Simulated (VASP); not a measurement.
# BN (R3m) in VASP: notebook

One crystal, BN, is run at these levels: LDA, PBEsol, RPBE; tasks: relaxation of cell and atoms.

Everything below comes from runs of VASP 6.6.1. Logs are shortened: lines on timing, memory, paths and dates and some standing lists are left out, and cuts for length are marked.

**1. The structure**

Symmetry: R3m, No. 160, trigonal system. The conventional cell has a = 2.502 Å, b = 2.502 Å, c = 10.119 Å, α = 90.00°, β = 90.00°, γ = 120.00°. N (site symmetry 3m) is surrounded by 3 B at 1.44 Å. Around B (site symmetry 3m) lie 3 N at 1.44 Å.

The cell is a database's computed one.

**2. Relaxation of cell and atoms, LDA**

Input file INCAR:

```
SYSTEM = BN
ALGO = Fast
EDIFF = 1E-6
EDIFFG = -0.01
ENCUT = 600
IBRION = 2
ISIF = 3
ISMEAR = -1
LASPH = .TRUE.
LCHARG = .FALSE.
LREAL = .FALSE.
LWAVE = .FALSE.
NELM = 80
NSW = 60
PREC = Accurate
SIGMA = 0.05
```

Input file KPOINTS:

```
k-points
0
G
  12 12 12
  0 0 0
```

Input file POSCAR:

```
BN
1.0
    1.2511217832      0.7223354983      3.3729344033
   -1.2511217832      0.7223354983      3.3729344033
    0.0000000000     -1.4446709966      3.3729344033
N B
1 1
Direct
    0.6672382000      0.6672382000      0.6672382000
    0.0003288000      0.0003288000      0.0003288000
```

Potentials or basis: VASP PAW LDA potentials, release 64 (N, B).

Started as:

```bash
$ cat potpaw_LDA.64/N/POTCAR potpaw_LDA.64/B/POTCAR > POTCAR
$ mpirun -np 1 vasp_std > vasp.out
```

OUTCAR:

```text
SYSTEM = BN
   EDIFF = 1E-6
   EDIFFG = -0.01
   ENCUT = 600
   IBRION = 2
   ISIF = 3
   ISMEAR = -1
   LASPH = .TRUE.
   LREAL = .FALSE.
   NELM = 80
   NSW = 60
   PREC = Accurate

 ion  position               nearest neighbor table
   1  0.667  0.667  0.667-   2 1.44   2 1.44   2 1.44
   2  0.000  0.000  0.000-   1 1.44   1 1.44   1 1.44

  LATTYP: Found a trigonal (rhomboedric) cell.
 ALAT       =     3.6692997666
 COS(alpha) =     0.7674786797

  Lattice vectors:

 A1 = (   1.2511217832,   0.7223354983,   3.3729344033)
 A2 = (  -1.2511217832,   0.7223354983,   3.3729344033)
 A3 = (   0.0000000000,  -1.4446709966,   3.3729344033)

Analysis of symmetry for initial positions (statically):
=====================================================================
 Subroutine PRICEL returns:
 Original cell was already a primitive cell.

 Routine SETGRP: Setting up the symmetry group for a
 trigonal (rhombohedral) supercell.

 Subroutine GETGRP returns: Found  6 space group operations
 (whereof  6 operations were pure point group operations)
 out of a pool of 12 trial point group operations.

The static configuration has the point symmetry C_3v.

Analysis of symmetry for dynamics (positions and initial velocities):
=====================================================================
 Subroutine PRICEL returns:
 Original cell was already a primitive cell.

 Routine SETGRP: Setting up the symmetry group for a
 trigonal (rhombohedral) supercell.

 Subroutine GETGRP returns: Found  6 space group operations
 (whereof  6 operations were pure point group operations)
 out of a pool of 12 trial point group operations.

The dynamic configuration has the point symmetry C_3v.

 Subroutine INISYM returns: Found  6 space group operations
 (whereof  6 operations are pure point group operations),
 and found     1 'primitive' translations

----------------------------------------------------------------------------------------

                                     Primitive cell

  volume of cell :      18.2893

  direct lattice vectors                    reciprocal lattice vectors
     1.251121783  0.722335498  3.372934403     0.399641351  0.230733042  0.098825916
    -1.251121783  0.722335498  3.372934403    -0.399641351  0.230733042  0.098825916
     0.000000000 -1.444670997  3.372934403     0.000000000 -0.461466083  0.098825916

  length of vectors
     3.669299767  3.669299767  3.669299767     0.471929558  0.471929558  0.471929558

  position of ions in fractional coordinates (direct lattice)
     0.667238200  0.667238200  0.667238200
     0.000328800  0.000328800  0.000328800

  ion indices of the primitive-cell ions
   primitive index   ion index
                 1           1
                 2           2

----------------------------------------------------------------------------------------

 KPOINTS: k-points

Automatic generation of k-mesh.
 Grid dimensions read from file:
 generate k-points for:   12   12   12

 Generating k-lattice:

  Cartesian coordinates                     Fractional coordinates (reciprocal lattice)
     0.033303446  0.019227753  0.008235493     0.083333333  0.000000000  0.000000000
    -0.033303446  0.019227753  0.008235493     0.000000000  0.083333333  0.000000000
     0.000000000 -0.038455507  0.008235493     0.000000000  0.000000000  0.083333333

  Length of vectors
     0.039327463  0.039327463  0.039327463

  Shift w.r.t. Gamma in fractional coordinates (k-lattice)
     0.000000000  0.000000000  0.000000000

 Subroutine IBZKPT returns following result:
 ===========================================

 Found    189 irreducible k-points:

 Following reciprocal coordinates:
            Coordinates               Weight
  0.000000  0.000000  0.000000      1.000000
  0.083333 -0.000000 -0.000000      6.000000
  0.166667 -0.000000  0.000000      6.000000
  0.250000 -0.000000 -0.000000      6.000000
  0.333333 -0.000000  0.000000      6.000000
  0.416667 -0.000000 -0.000000      6.000000
[... 16 lines left out ...]
  0.500000  0.166667 -0.000000     12.000000
 -0.416667  0.166667  0.000000     12.000000
 [... further k-points ...]
   k-points           NKPTS =    189   k-points in BZ     NKDIM =    189   number of bands    NBANDS=      8
   number of dos      NEDOS =    301   number of ions     NIONS =      2
   total plane-waves  NPLWV =  27000
   dimension x,y,z NGX =    30 NGY =   30 NGZ =   30
   dimension x,y,z NGXF=    60 NGYF=   60 NGZF=   60
   ions per type =               1   1
   NGX,Y,Z   is equivalent  to a cutoff of  13.59, 13.59, 13.59 a.u.
   NGXF,Y,Z  is equivalent  to a cutoff of  27.18, 27.18, 27.18 a.u.
 SYSTEM =  BN
   PREC   = accura    normal or accurate (medium, high low for compatibility)
   ISTART =      0    job   : 0-new  1-cont  2-samecut
   ICHARG =      2    charge: 1-file 2-atom 10-const
   ISPIN  =      1    spin polarized calculation?
   LNONCOLLINEAR =      F non collinear calculations
[... 23 lines left out ...]
     AMIX     =   0.40;   BMIX     =  1.00
     AMIX_MAG =   1.60;   BMIX_MAG =  1.00
  volume/ion in A,a.u.               =       9.14        61.71
  Fermi-wavevector in a.u.,A,eV,Ry     =   1.242717  2.348395 21.012099  1.544346
  Thomas-Fermi vector in A             =   2.377059
   LORBIT       =      0    0 simple, 1 ext, 2 COOP (PROOUT), +10 PAW based schemes
   GGA     = CA    functional components
   LHFCALC =     F    Hartree Fock is set to
   AEXX    =    0.0000 exact exchange contribution
   IVDW    =     0    specifies the selected vdW correction
   LEPSILON=     F    determine dielectric tensor
   LRPA    =     F    only Hartree local field effects (RPA)
 conjugate gradient relaxation of ions
 non-spin polarized calculation
 RMM-DIIS sequential band-by-band and
  energy-cutoff  :      600.00
  volume of cell :       18.29
 maximum number of plane-waves:       624
 NGX is ok and might be reduce to    30
   NGX = 15   NGY = 15   NGZ = 15

--------------------------------------- Ionic step        1  -------------------------------------------

 number of electron       8.0000000 magnetization

 Free energy of the ion-electron system (eV)
  ---------------------------------------------------
  ext. energy  EPLUGINS =         0.00000000
  ---------------------------------------------------
  free energy    TOTEN  =       -19.28870531 eV

  energy without entropy =      -19.28870531  energy(sigma->0) =      -19.28870531

------------------------ aborting loop because EDIFF is reached ----------------------------------------

  FORCE on cell =-STRESS in cart. coord.  units (eV):
  Direction    XX          YY          ZZ          XY          YZ          ZX
  --------------------------------------------------------------------------------------
  -------------------------------------------------------------------------------------
  Total       -0.6166174     -0.6166174     -0.1377058      0.0000000      0.0000000      0.0000000
  in kB      -54.0167775    -54.0167775    -12.0632748      0.0000000      0.0000000      0.0000000
  external PRESSURE =     -40.0322766 kB  Pullay stress =       0.0000000 kB
[... 89 lines left out ...]
  FREE ENERGIE OF THE ION-ELECTRON SYSTEM (eV)
  ---------------------------------------------------
  free  energy   TOTEN  =       -19.2919441460 eV

  energy  without entropy=      -19.2919441459  energy(sigma->0) =      -19.29194415

[... ionic steps 4 to 8 ...]

--------------------------------------- Ionic step        9  -------------------------------------------

 number of electron       8.0000000 magnetization

------------------------ aborting loop because EDIFF is reached ----------------------------------------

  FORCE on cell =-STRESS in cart. coord.  units (eV):
  Direction    XX          YY          ZZ          XY          YZ          ZX
  --------------------------------------------------------------------------------------
  -------------------------------------------------------------------------------------
  Total        0.0077705      0.0077705     -0.0078594      0.0000000      0.0000000      0.0000000
  in kB        0.7238150      0.7238150     -0.7320916      0.0000000      0.0000000      0.0000000
  external PRESSURE =       0.2385128 kB  Pullay stress =       0.0000000 kB
[... 57 lines left out ...]
  energy  without entropy=      -19.2946673655  energy(sigma->0) =      -19.29466737

--------------------------------------- Ionic step       11  -------------------------------------------

 number of electron       8.0000000 magnetization

 Free energy of the ion-electron system (eV)
  ---------------------------------------------------
  ext. energy  EPLUGINS =         0.00000000
  ---------------------------------------------------
  free energy    TOTEN  =       -19.29592916 eV

  energy without entropy =      -19.29592916  energy(sigma->0) =      -19.29592916

 E-fermi :   3.5511     XC(G=0): -10.7957

 val. band max:        2.5217359065   @ k =  -0.3333   0.2500  -0.0000
 cond. band min:       6.5102324896   @ k =   0.5000   0.5000  -0.0000
 fundamental gap:      3.9884965831
 Fermi energy:         3.5510715222

 k-point     1 :       0.0000    0.0000    0.0000
  band No.  band energies     occupation
      1     -15.2061      2.00000
      2      -1.4545      2.00000
      3       1.2435      2.00000
      4       1.2435      2.00000
      5       7.7288      0.00000
      6      14.2172      0.00000
      7      14.2172      0.00000
      8      15.7420      0.00000
[... 243 lines left out ...]
 k-point    24 :      -0.4167    0.1667    0.0000
  band No.  band energies     occupation
      1     -11.6217      2.00000
      2      -6.1502      2.00000
      3      -2.8928      2.00000
      4       2.2363      2.00000
      5       7.6440      0.00000
      6      14.0585      0.00000
      7      16.1011      0.00000
      8      16.9215      0.00000

 [... further k-points ...]

------------------------ aborting loop because EDIFF is reached ----------------------------------------

  FORCE on cell =-STRESS in cart. coord.  units (eV):
  Direction    XX          YY          ZZ          XY          YZ          ZX
  --------------------------------------------------------------------------------------
  -------------------------------------------------------------------------------------
  Total       -0.0141673     -0.0141673     -0.0087534      0.0000000      0.0000000     -0.0000000
  in kB       -1.3215980     -1.3215980     -0.8165620      0.0000000      0.0000000     -0.0000000
  external PRESSURE =      -1.1532527 kB  Pullay stress =       0.0000000 kB
[... 17 lines left out ...]
  FREE ENERGIE OF THE ION-ELECTRON SYSTEM (eV)
  ---------------------------------------------------
  free  energy   TOTEN  =       -19.2959291552 eV

  energy  without entropy=      -19.2959291551  energy(sigma->0) =      -19.29592916

 reached required accuracy - stopping structural energy minimisation
```

Wall time 6.4 min (1 thread of Intel Xeon Platinum 8259CL at 2.50GHz (Skylake/Cascade Lake), shared host); peak memory 0.17 GiB.

What came out:

```
Free energy                            : -19.2959 eV
Relaxed volume                         : 8.59 Å³/atom
Relaxed cell                           : a = 3.507 Å, b = 3.507 Å, c = 3.507 Å, α = 41.59°, β = 41.59°, γ = 41.59°
Space group after relaxing (to 0.05 Å) : R3m (No. 160)
Energy gained by relaxing              : 3.6 meV/atom
Ionic steps                            : 11
Pressure after relaxing                : -0.1 GPa
Band gap on the k mesh                 : 3.99 eV, indirect (least direct gap 4.60 eV)
```

The path:
| step | energy change (eV) | largest force (eV/Å) | pressure (GPa) | volume (Å³) |
| --- | --- | --- | --- | --- |
| 1 | 0.0000 | 0.0024 | -4.00 | 18.29 |
| 2 | 0.0090 | 0.0005 | 7.21 | 17.69 |
| 3 | -0.0032 | 0.0017 | -0.34 | 18.08 |
| 4 | -0.0032 | 0.0017 | -0.29 | 18.08 |
| 5 | -0.0036 | 0.0014 | -0.24 | 18.03 |
| 6 | -0.0047 | 0.0108 | -0.16 | 17.87 |
| 7 | -0.0063 | 0.0300 | -0.14 | 17.56 |
| 8 | -0.0067 | 0.0721 | 0.18 | 16.93 |
| 9 | -0.0071 | 0.0531 | 0.02 | 17.20 |
| 10 | -0.0060 | 0.1737 | -0.42 | 17.10 |
| 11 | -0.0072 | 0.0006 | -0.12 | 17.18 |

Final structure:
```yaml
crystal:
  lattice:
    - [1.24499, 0.71880, 3.19871]
    - [-1.24499, 0.71880, 3.19871]
    - [0.00000, -1.43759, 3.19871]
  atoms:
    - { symbol: N, position: [0.66733, 0.66733, 0.66733] }
    - { symbol: B, position: [0.00024, 0.00024, 0.00024] }
```

**3. Relaxation of cell and atoms, PBEsol**

Input file INCAR:

```
PREC = Accurate ; ENCUT = 600
EDIFF = 1E-6 ; ISMEAR = -1
SIGMA = 0.05 ; LREAL = F
LASPH = T ; NELM = 100
ALGO = Normal ; ISIF = 3
LWAVE = F ; LCHARG = F
GGA = PS ; IBRION = 2
NSW = 60 ; EDIFFG = -0.005
```

Input file KPOINTS:

```
regular mesh
0
Gamma
  12 12 12
```

POSCAR is that of step 2.

Potentials or basis: VASP PAW PBE potentials, release 64 (N, B).

Started as:

```bash
$ cat potpaw_PBE.64/N/POTCAR potpaw_PBE.64/B/POTCAR > POTCAR
$ mpirun -np 1 vasp_std > vasp.out
```

It took 4.6 min on 1 thread of Intel Xeon Platinum 8259CL at 2.50GHz (Skylake/Cascade Lake), shared host; peak memory 0.18 GiB.

It converged, with:

```
Free energy                            : -18.2883 eV
Relaxed volume                         : 9.31 Å³/atom
Relaxed cell                           : a = 3.719 Å, b = 3.719 Å, c = 3.719 Å, α = 39.37°, β = 39.37°, γ = 39.37°
Space group after relaxing (to 0.05 Å) : R3m (No. 160)
Energy gained by relaxing              : 0.2 meV/atom
Ionic steps                            : 10
Pressure after relaxing                : 0.0 GPa
Band gap on the k mesh                 : 4.20 eV, indirect (least direct gap 4.62 eV)
```

Step by step:
| step | energy change (eV) | largest force (eV/Å) | pressure (GPa) | volume (Å³) |
| --- | --- | --- | --- | --- |
| 1 | 0.0000 | 0.0026 | 0.84 | 18.29 |
| 2 | 0.0004 | 0.0009 | -1.41 | 18.42 |
| 3 | -0.0001 | 0.0014 | 0.06 | 18.33 |
| 4 | -0.0002 | 0.0000 | 0.06 | 18.34 |
| 5 | -0.0002 | 0.0041 | 0.04 | 18.37 |
| 6 | -0.0002 | 0.0123 | 0.03 | 18.43 |
| 7 | -0.0003 | 0.0291 | 0.04 | 18.54 |
| 8 | -0.0003 | 0.0261 | 0.03 | 18.55 |
| 9 | -0.0003 | 0.0169 | 0.00 | 18.57 |
| 10 | -0.0003 | 0.0016 | -0.04 | 18.62 |

Final structure:
```cif
data_structure
_symmetry_space_group_name_H-M 'P 1'
_symmetry_Int_Tables_number 1
_cell_length_a 3.7188
_cell_length_b 3.7188
_cell_length_c 3.7188
_cell_angle_alpha 39.365
_cell_angle_beta 39.365
_cell_angle_gamma 39.365
_cell_volume 18.62
loop_
_atom_site_label
_atom_site_type_symbol
_atom_site_fract_x
_atom_site_fract_y
_atom_site_fract_z
_atom_site_occupancy
N1 N 0.66721 0.66721 0.66721 1
B1 B 0.00035 0.00035 0.00035 1
```

Levels at points of the mesh, in eV from the valence-band top:
| k point | band 1 | band 2 | band 3 | band 4 | band 5 | band 6 | band 7 | band 8 |
| --- | --- | --- | --- | --- | --- | --- | --- | --- |
| (0.00, 0.00, 0.00) | -17.71 | -4.27 | -1.27 | -1.27 | 4.88 | 11.60 | 11.60 | 13.04 |
| (0.50, 0.00, 0.00) | -14.51 | -8.93 | -4.07 | -0.63 | 5.18 | 9.79 | 12.78 | 14.69 |
| (0.50, 0.50, 0.00) | -14.45 | -8.81 | -4.11 | -1.16 | 4.20 | 9.82 | 13.93 | 17.13 |
| (0.50, 0.50, 0.50) | -17.47 | -6.13 | -1.29 | -1.29 | 9.78 | 11.54 | 11.54 | 12.07 |

Caveat: the PAW data sets were made with another functional, which shifts forces and pressure a little.

**4. Relaxation of cell and atoms, RPBE**

Input file INCAR:

```
SYSTEM = BN
ALGO = Fast
EDIFF = 1E-6
EDIFFG = -0.02
ENCUT = 600
GGA = RP
IBRION = 2
ISIF = 3
ISMEAR = -1
LASPH = .True.
LCHARG = .False.
LREAL = .False.
LWAVE = .False.
NELM = 100
NSW = 60
PREC = Accurate
SIGMA = 0.05
```

Input file KPOINTS:

```
k-points
0
Gamma
  12 12 12
  0 0 0
```

POSCAR is that of step 3.

Started as:

```bash
$ cat potpaw_PBE.64/N/POTCAR potpaw_PBE.64/B/POTCAR > POTCAR
$ mpirun -np 1 vasp_std > vasp.out
```

It took 6.6 min on 1 thread of Intel Xeon Platinum 8259CL at 2.50GHz (Skylake/Cascade Lake), shared host; peak memory 0.19 GiB.

The run converged. Its results:

```
Free energy                            : -16.9035 eV
Relaxed volume                         : 11.02 Å³/atom
Relaxed cell                           : a = 4.250 Å, b = 4.250 Å, c = 4.250 Å, α = 34.55°, β = 34.55°, γ = 34.55°
Space group after relaxing (to 0.05 Å) : R3m (No. 160)
Energy gained by relaxing              : 26.4 meV/atom
Ionic steps                            : 8
Pressure after relaxing                : 0.0 GPa
Largest force after relaxing           : 0.015 eV/Å
Band gap on the k mesh                 : 4.59 eV, indirect (least direct gap 4.68 eV)
```

Forces on the atoms (eV/Å):
```
N    0.000  0.000  0.015
B    0.000  0.000 -0.015
```

Stress tensor (GPa, compression positive):
```
-0.15  0.00  0.00
 0.00 -0.15  0.00
 0.00  0.00  0.26
```

The path:
| step | energy change (eV) | largest force (eV/Å) | pressure (GPa) | volume (Å³) |
| --- | --- | --- | --- | --- |
| 1 | 0.0000 | 0.0033 | 7.36 | 18.29 |
| 2 | 0.0153 | 0.0005 | -8.72 | 19.42 |
| 3 | -0.0105 | 0.0019 | 0.61 | 18.72 |
| 4 | -0.0155 | 0.0032 | 0.57 | 18.93 |
| 5 | -0.0281 | 0.0044 | 0.44 | 19.54 |
| 6 | -0.0452 | 0.0013 | 0.26 | 20.78 |
| 7 | -0.0489 | 0.0294 | -0.43 | 23.24 |
| 8 | -0.0528 | 0.0153 | -0.01 | 22.03 |

Final structure:
```yaml
crystal:
  lattice:
    - [1.26214, 0.72870, 3.99262]
    - [-1.26214, 0.72870, 3.99262]
    - [0.00000, -1.45739, 3.99262]
  atoms:
    - { symbol: N, position: [0.66708, 0.66708, 0.66708] }
    - { symbol: B, position: [0.00049, 0.00049, 0.00049] }
```

Levels at points of the mesh, in eV from the valence-band top:
```csv
k point,band 1,band 2,band 3,band 4,band 5,band 6,band 7,band 8
"(0.00, 0.00, 0.00)",-17.62,-4.70,-1.34,-1.34,4.79,11.45,11.45,12.49
"(0.50, 0.00, 0.00)",-14.59,-8.82,-4.07,-0.78,5.06,9.51,12.69,13.88
"(0.50, 0.50, 0.00)",-14.58,-8.79,-4.08,-0.97,4.59,9.66,13.50,15.61
"(0.50, 0.50, 0.50)",-17.56,-5.45,-1.34,-1.34,8.49,10.48,11.44,11.44
```

Caveat: the volume moved by over 15 % at a fixed basis, so the end points are rough; the PAW data sets were made with another functional, which shifts forces and pressure a little. A k mesh can miss the band edges.

**5. The reference run**

An earlier run on the cell as given: functional PBEsol; potentials or basis VASP PAW PBE potentials, release 64 (N, B); cutoff 520 eV; k mesh 12 × 12 × 12; occupations fermi-dirac, width 0.05 eV; no spin polarisation.

- Pressure: 1.0 GPa
- Band gap on the k mesh: 4.18 eV, indirect (least direct gap 4.63 eV)

**6. The runs side by side**

| task | level | potentials or basis | cell | cutoff (eV) | ladder | gap on the mesh (eV) | pressure (GPa) | relaxed volume (Å³/atom) |
| --- | --- | --- | --- | --- | --- | --- | --- | --- |
| relaxation of cell and atoms | LDA | VASP PAW LDA potentials, release 64 (N, B) | relaxed | 600 | - | 3.99 | -0.1 | 8.59 |
| relaxation of cell and atoms | PBEsol | VASP PAW PBE potentials, release 64 (N, B) | relaxed | 600 | - | 4.20 | 0.0 | 9.31 |
| relaxation of cell and atoms | RPBE | VASP PAW PBE potentials, release 64 (N, B) | relaxed | 600 | - | 4.59 | 0.0 | 11.02 |
| single point | PBEsol | VASP PAW PBE potentials, release 64 (N, B) | as given | 520 | free | 4.18 | 1.0 | - |

Alike in all rows: no spin polarisation; k mesh 12 × 12 × 12; smearing fermi-dirac 0.05 eV.

Caveats: the PAW data sets were made with another functional, which shifts forces and pressure a little (some runs); the volume moved by over 15 % at a fixed basis, so the end points are rough (some runs).

Total energies depend on the potentials used, so only differences within one code and one set of settings carry meaning.
